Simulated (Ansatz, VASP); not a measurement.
**AlAu: VASP beside Ansatz**

```
CELL_PARAMETERS angstrom
3.22394 0.00000 0.00000
0.00000 3.22394 0.00000
0.00000 0.00000 3.32066
ATOMIC_POSITIONS crystal
Al 0.00000 0.00000 0.00000
Au 0.50000 0.50000 0.50000
```

Change from the starting cell: strain +0.000 along x and y, +0.030 along z, atoms carried along.

Alike in both runs: task single point; functional LDA; k mesh 14 × 14 × 14; occupations gaussian, width 0.15 eV; no spin polarisation.

```csv
,VASP,Ansatz
version,VASP 6.6.1,Ansatz 0.2.0
potentials or method,"VASP PAW LDA potentials, release 64 (Al, Au)","scalar-relativistic, plane waves, PAW"
plane-wave cutoff (eV),520,420
valence electrons in the cell,14,22
```

```csv
,VASP,Ansatz,Ansatz less VASP
gap on the k mesh at the Fermi level (eV),none,none,-
pressure (GPa),-10.0,-10.2,-0.20
```

A gap of «none» marks a metal or a gap that the smearing closes. The two sets of potentials don't hold the same shells in valence.

Spin-orbit coupling is left out, which matters for the levels of Au.
